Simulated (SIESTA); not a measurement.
HfO2:

```xyz
12
Lattice="5.2195 0.0000 0.0000 0.0000 5.0048 0.0000 0.0000 0.0000 5.0327" Properties=species:S:1:pos:R:3 pbc="T T T"
Hf    5.0472    3.6661    3.7314
Hf    2.7820    3.6661    1.2151
Hf    2.4375    1.3387    3.7314
Hf    0.1723    1.3387    1.2151
O     3.2994    4.6477    4.4251
O     4.5298    4.6477    1.9087
O     1.2211    2.7020    2.4776
O     1.3886    2.7020    4.9939
O     3.9984    2.3028    4.9939
O     3.8308    2.3028    2.4776
O     0.6896    0.3571    4.4251
O     1.9201    0.3571    1.9087
```

Measurements of this composition are mostly on another form, of space group No. 14.

Base run:

| Item | Value |
| --- | --- |
| Program | SIESTA 5.4.2 |
| Functional | APBE |
| Potentials or basis | PseudoDojo 0.4 standard (PBE files) |
| Basis | DZP (energy shift 0.002 Ry) |
| Grid cutoff | 800 Ry |
| Energy shift | 0.002 Ry |
| k mesh | 5 × 6 × 5 |
| Occupations | fermi-dirac, width 0.05 eV |
| Spin | no spin polarisation |

Its results: band gap on the k mesh 4.28 eV, indirect (least direct gap 4.47 eV); pressure 14.0 GPa; largest force 0.181 eV/Å.

Question: The run is repeated on the same cell with these changes: functional from APBE to vdW-DF-cx. What comes out?

Answer: Band gap on the k mesh 4.22 eV, indirect (least direct gap 4.41 eV); pressure 5.5 GPa; largest force 0.164 eV/Å.

Caveats: semicore shells carry a single zeta, which can move pressures by several GPa and volumes by a few percent; the potentials were made for another functional, which shifts forces and pressure; spin-orbit coupling is left out, which moves the levels of the heavy elements; the basis of atomic orbitals isn't converged, which shifts pressures, moduli and gaps.

A k mesh can miss the band edges.
